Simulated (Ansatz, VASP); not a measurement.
**Ga3Se in VASP and in Ansatz**

```xyz
4
Lattice="4.3726 0.0000 0.0000 0.0000 4.3726 0.0000 0.0000 0.0000 4.3726" Properties=species:S:1:pos:R:3 pbc="T T T"
Se    0.0000    0.0000    0.0000
Ga    2.1863    2.1863    0.0000
Ga    2.1863    0.0000    2.1863
Ga    0.0000    2.1863    2.1863
```

The cell comes from a database or a generator and needn't be the stable form of this composition.

Alike in both runs: task single point; functional PBE; k mesh 6 × 6 × 6; occupations fermi-dirac, width 0.05 eV; no spin polarisation.

|  | VASP | Ansatz |
| --- | --- | --- |
| version | VASP 6.6.1 | Ansatz 0.2.0 |
| potentials or method | VASP PAW PBE potentials, release 64 (Se, Ga_d) | Ansatz PAW |
| plane-wave cutoff (eV) | 520 | 420 |
| valence electrons in the cell | 45 | 55 |

|  | VASP | Ansatz | Ansatz less VASP |
| --- | --- | --- | --- |
| gap on the k mesh at the Fermi level (eV) | none | none | - |
| pressure (GPa) | 1.3 | 1.1 | -0.18 |

A gap of «none» marks a metal or a gap that the smearing closes. The two sets of potentials don't hold the same shells in valence.
